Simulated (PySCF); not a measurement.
Molecule: Propanoic Acid, C$_{3}$H$_{6}$O$_{2}$.

Molfile (atoms numbered from 1):
```
C3H6O2
     RDKit          3D

 11 10  0  0  0  0  0  0  0  0999 V2000
   -1.4573    0.1929    0.3223 C   0  0  0  0  0  0  0  0  0  0  0  0
   -0.1594   -0.5781    0.1997 C   0  0  0  0  0  0  0  0  0  0  0  0
    1.0422    0.3122    0.0355 C   0  0  0  0  0  0  0  0  0  0  0  0
    1.0257    1.5147    0.0130 O   0  0  0  0  0  0  0  0  0  0  0  0
    2.1752   -0.3954   -0.0860 O   0  0  0  0  0  0  0  0  0  0  0  0
   -2.3075   -0.4909    0.4563 H   0  0  0  0  0  0  0  0  0  0  0  0
   -1.4268    0.8811    1.1791 H   0  0  0  0  0  0  0  0  0  0  0  0
   -1.6403    0.8019   -0.5746 H   0  0  0  0  0  0  0  0  0  0  0  0
   -0.1697   -1.2735   -0.6565 H   0  0  0  0  0  0  0  0  0  0  0  0
    0.0271   -1.2161    1.0802 H   0  0  0  0  0  0  0  0  0  0  0  0
    2.8909    0.2511   -0.1841 H   0  0  0  0  0  0  0  0  0  0  0  0
  1  2  1  0
  2  3  1  0
  3  4  2  0
  3  5  1  0
  1  6  1  0
  1  7  1  0
  1  8  1  0
  2  9  1  0
  2 10  1  0
  5 11  1  0
M  END
```

Geometry PBE0-D3(BJ)/def2-SVP throughout; GIAO in PySCF 2.14, gas phase, one conformer, non-relativistic; equivalent atoms averaged; functional PBE0.

For orientation, pcSseg-2 gives these shifts δ (against TMS, H2O at the same level): C3 183.0, C2 28.0, C1 9.8, O4 425.7, O5 205.6, H11 5.79, H9/H10 2.34, H6/H7/H8 1.04 ppm.

A run gave: C3 181.4, C2 27.8, C1 9.4, O4 423.3, O5 204.7, H11 5.61, H9/H10 2.37, H6/H7/H8 1.04 ppm (shifts δ (against TMS, H2O at the same level)).

Task: Which basis set was used in that run?
A. aug-cc-pVDZ
B. IGLO-III
C. 6-31G*
D. cc-pVTZ

Result: B. C3 tells them apart best: IGLO-III gives 181.4, cc-pVTZ gives 176.5, 6-31G* gives 161.5, aug-cc-pVDZ gives 171.9 ppm.
